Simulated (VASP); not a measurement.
## BAs: relaxation of the atoms with r2SCAN

The system is BAs.

```
B As
1.0
     0.00000    2.36083    2.36083
     2.36083    0.00000    2.36083
     2.36083    2.36083    0.00000
B As
1 1
Direct
  0.00000 0.00000 0.00000
  0.25000 0.25000 0.25000
```

The cell isn't the ideal one: a relaxed cell with its volume scaled by 0.96.

```json
{"Program": "VASP 6.6.1", "Task": "relaxation of the atoms", "Functional": "r2SCAN", "Potentials or basis": "VASP PAW PBE potentials, release 64 (B, As)", "Cutoff": "600 eV", "k mesh": "10 × 10 × 10", "Occupations": "gaussian, width 0.03 eV", "Spin": "no spin polarisation", "Further INCAR settings": "ALGO = Normal; EDIFF = 1e-07; IBRION = 2; EDIFFG = -0.01; NSW = 40"}
```

| Quantity | Value |
| --- | --- |
| Pressure after relaxing | 6.3 GPa |
| Band gap on the k mesh | 1.33 eV, indirect (least direct gap 3.49 eV) |

Final structure:
```xyz
2
Lattice="0.0000 2.3608 2.3608 2.3608 0.0000 2.3608 2.3608 2.3608 0.0000" Properties=species:S:1:pos:R:3 pbc="T T T"
B     0.0000    0.0000    0.0000
As    1.1804    1.1804    1.1804
```

Levels at points of the mesh, in eV from the valence-band top:
```
           k point  band 1  band 2  band 3  band 4  band 5  band 6  band 7  band 8
(0.00, 0.00, 0.00)  -16.50    0.00    0.00    0.00    3.49    3.49    3.49    5.63
(0.50, 0.00, 0.00)  -13.34   -9.51   -2.00   -2.00    3.19    5.09    5.09    9.65
(0.50, 0.50, 0.00)  -11.84   -9.27   -4.47   -4.47    1.56    1.66   12.51   12.51
```

It took 69 s on 1 thread of Intel(R) Xeon(R) Platinum 8488C (Sapphire Rapids), on a shared host, peak memory 0.17 GiB.

Caveat: the relaxation stopped at its first step, so nothing moved; the PAW data sets were made with another functional, which shifts forces and pressure a little. A k mesh can miss the band edges.
